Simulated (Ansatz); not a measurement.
How much do the gradients of Te2Mo depend on the method?

Cell: an entry of the Crystallography Open Database (COD) whose atoms were relaxed with PBE, the cell held.

Space group P2_1/m (No. 11); a = 6.3300, b = 3.4690, c = 13.8600 Å, β = 93.92°.

```
site  Wyckoff  site symmetry       x       y       z
 Te1       2e              m  0.5571  0.7500  0.3504
 Te3       2e              m  0.5877  0.2500  0.1042
 Te5       2e              m  0.0968  0.7500  0.1500
 Te7       2e              m  0.0548  0.2500  0.3955
 Mo9       2e              m  0.3207  0.7500  0.5067
Mo11       2e              m  0.1814  0.2500  0.0077
```

One atom of each set is listed.

First run. The numbers come from a DFT calculation in Ansatz (PBE, plane waves and PAW, scalar-relativistic, 420 eV cutoff, Γ-centred 7×13×4 k-points, Fermi–Dirac smearing 0.05 eV).

```
site  V_zz (10²¹ V/m²)     η
 Te1            -15.36  0.75
 Te3              21.5  0.58
 Te5            -15.91  0.65
 Te7              21.0  0.56
 Mo9             -7.12  0.78
Mo11             -7.28  0.78
```

Second run. The same atoms and settings, except that the functional is LDA.

Problem. Given the first result, estimate the second.

Solution. 

```
site    V_zz     η  change of V_zz
 Te1  -14.74  0.74           +0.62
 Te3    20.8  0.55           -0.66
 Te5  -15.32  0.63           +0.59
 Te7    20.4  0.53           -0.66
 Mo9   -7.09  0.80           +0.03
Mo11   -7.25  0.79           +0.03
```

The largest change of V_zz is on Te3, from 21.5 to 20.8. In per cent, |V_zz| changes by -4 to -3 on Te, 0 on Mo (all sites that start above 2).

With no gap above 0.1 eV, as in a metal, the gradients converge slowly in k; expect changes of a tenth or more on a denser mesh. Without spin–orbit coupling the gradients at and beside Te can be off by some per cent, at some sites by more.
For the second run: The largest force is 0.5 eV/Å, so the atoms aren't at the calculated equilibrium and relaxing them would move these values.
